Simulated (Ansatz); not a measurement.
Cell and atoms are relaxed with the symmetry kept. Start:

Space group P3m1 (No. 156). a = 3.808 Å, b = 3.808 Å, c = 31.136 Å, α = 90.00°, β = 90.00°, γ = 120.00°
```json
{"atom": "Zn", "site": "1a", "symmetry": "3m.", "x": "0.0000", "y": "0.0000", "z": "0.6000"}
{"atom": "Zn", "site": "1c", "symmetry": "3m.", "x": "0.6667", "y": "0.3333", "z": "0.2001"}
{"atom": "Zn", "site": "1c", "symmetry": "3m.", "x": "0.6667", "y": "0.3333", "z": "0.8000"}
{"atom": "Zn", "site": "1b", "symmetry": "3m.", "x": "0.3333", "y": "0.6667", "z": "0.6999"}
{"atom": "Zn", "site": "1a", "symmetry": "3m.", "x": "0.0000", "y": "0.0000", "z": "0.3000"}
{"atom": "Zn", "site": "1a", "symmetry": "3m.", "x": "0.0000", "y": "0.0000", "z": "0.0000"}
{"atom": "Zn", "site": "1b", "symmetry": "3m.", "x": "0.3333", "y": "0.6667", "z": "0.9000"}
{"atom": "Zn", "site": "1c", "symmetry": "3m.", "x": "0.6667", "y": "0.3333", "z": "0.5000"}
{"atom": "Zn", "site": "1b", "symmetry": "3m.", "x": "0.3333", "y": "0.6667", "z": "0.1001"}
{"atom": "Zn", "site": "1b", "symmetry": "3m.", "x": "0.3333", "y": "0.6667", "z": "0.4000"}
{"atom": "S", "site": "1a", "symmetry": "3m.", "x": "0.0000", "y": "0.0000", "z": "0.0751"}
{"atom": "S", "site": "1a", "symmetry": "3m.", "x": "0.0000", "y": "0.0000", "z": "0.6749"}
{"atom": "S", "site": "1b", "symmetry": "3m.", "x": "0.3333", "y": "0.6667", "z": "0.9749"}
{"atom": "S", "site": "1b", "symmetry": "3m.", "x": "0.3333", "y": "0.6667", "z": "0.4750"}
{"atom": "S", "site": "1c", "symmetry": "3m.", "x": "0.6667", "y": "0.3333", "z": "0.5750"}
{"atom": "S", "site": "1b", "symmetry": "3m.", "x": "0.3333", "y": "0.6667", "z": "0.7749"}
{"atom": "S", "site": "1c", "symmetry": "3m.", "x": "0.6667", "y": "0.3333", "z": "0.2750"}
{"atom": "S", "site": "1b", "symmetry": "3m.", "x": "0.3333", "y": "0.6667", "z": "0.1750"}
{"atom": "S", "site": "1a", "symmetry": "3m.", "x": "0.0000", "y": "0.0000", "z": "0.3750"}
{"atom": "S", "site": "1c", "symmetry": "3m.", "x": "0.6667", "y": "0.3333", "z": "0.8750"}
```

These are results of Ansatz 0.2.0, DFT PBE, scalar-relativistic, plane waves, PAW, not measurements.

Settings: cutoff 420 eV, Γ-centred mesh 12×12×1 on the computed 20-atom cell, Gaussian smearing of 0.02 eV; no spin polarisation.

Problem. What does it relax to?

Solution. The volume increases by 0.61 Å³/atom to 20.17 Å³/atom, and the energy falls by 4.3 meV/atom. Final structure:
```cif
data_structure
_symmetry_space_group_name_H-M 'P3m1'
_symmetry_Int_Tables_number 156
_cell_length_a 3.8483
_cell_length_b 3.8483
_cell_length_c 31.4490
_cell_angle_alpha 90.000
_cell_angle_beta 90.000
_cell_angle_gamma 120.000
_cell_volume 403.34
loop_
_atom_site_label
_atom_site_type_symbol
_atom_site_symmetry_multiplicity
_atom_site_Wyckoff_symbol
_atom_site_fract_x
_atom_site_fract_y
_atom_site_fract_z
_atom_site_occupancy
Zn1 Zn 1 a 0.00000 0.00000 0.59991 1
Zn2 Zn 1 c 0.66667 0.33333 0.20011 1
Zn3 Zn 1 c 0.66667 0.33333 0.79993 1
Zn4 Zn 1 b 0.33333 0.66667 0.69985 1
Zn5 Zn 1 a 0.00000 0.00000 0.30006 1
Zn6 Zn 1 a 0.00000 0.00000 0.00009 1
Zn7 Zn 1 b 0.33333 0.66667 0.90002 1
Zn8 Zn 1 c 0.66667 0.33333 0.49996 1
Zn9 Zn 1 b 0.33333 0.66667 0.10018 1
Zn10 Zn 1 b 0.33333 0.66667 0.40001 1
S1 S 1 a 0.00000 0.00000 0.07517 1
S2 S 1 a 0.00000 0.00000 0.67486 1
S3 S 1 b 0.33333 0.66667 0.97496 1
S4 S 1 b 0.33333 0.66667 0.47496 1
S5 S 1 c 0.66667 0.33333 0.57491 1
S6 S 1 b 0.33333 0.66667 0.77481 1
S7 S 1 c 0.66667 0.33333 0.27507 1
S8 S 1 b 0.33333 0.66667 0.17512 1
S9 S 1 a 0.00000 0.00000 0.37501 1
S10 S 1 c 0.66667 0.33333 0.87502 1
```

This form isn't the usual stable structure of the compound.

Cost: 1 run of about 16 core-minutes, on Intel Xeon Processor @ 2.50GHz (Skylake/Cascade Lake) (shared hosts).